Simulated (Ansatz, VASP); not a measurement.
## BaTiO3: VASP beside Ansatz

```
Ba Ti O
1.0
     3.98545    0.00000    0.00000
     0.00000    3.98545    0.00000
     0.00000    0.00000    4.20048
Ba Ti O
1 1 3
Direct
  0.50000 0.50000 0.59128
  0.00000 0.00000 0.10842
  0.00000 0.50000 0.06024
  0.50000 0.00000 0.06024
  0.00000 0.00000 0.53981
```

Alike in both runs: task single point; functional PBE; k mesh 8 × 8 × 6; occupations gaussian, width 0.02 eV; no spin polarisation.

|  | VASP | Ansatz |
| --- | --- | --- |
| version | VASP 6.6.1 | Ansatz 0.2.0 |
| potentials or method | VASP PAW PBE potentials, release 64 (Ba_sv, Ti_sv, O) | scalar-relativistic, plane waves, PAW |
| plane-wave cutoff (eV) | 520 | 420 |
| valence electrons in the cell | 40 | 40 |

```csv
,VASP,Ansatz,Ansatz less VASP
gap on the k mesh at the Fermi level (eV),1.79,1.84,+0.056
least direct gap on the mesh (eV),2.35,2.39,+0.036
pressure (GPa),1.6,0.0,-1.59
largest component of the traceless stress (GPa),0.05,0.02,-0.033
rms of the force components (eV/Å),0.034,0.001,-0.0327
```

Atom by atom the forces differ by 0.034 eV/Å (rms over components). The functional is the same, so the differences come from potentials, cutoffs and numerics.

Caveats: spin-orbit coupling is left out, which moves the levels of the heavy elements. A hybrid or GW would open this gap; PBE tends to underestimate it. A k mesh can miss the band edges.
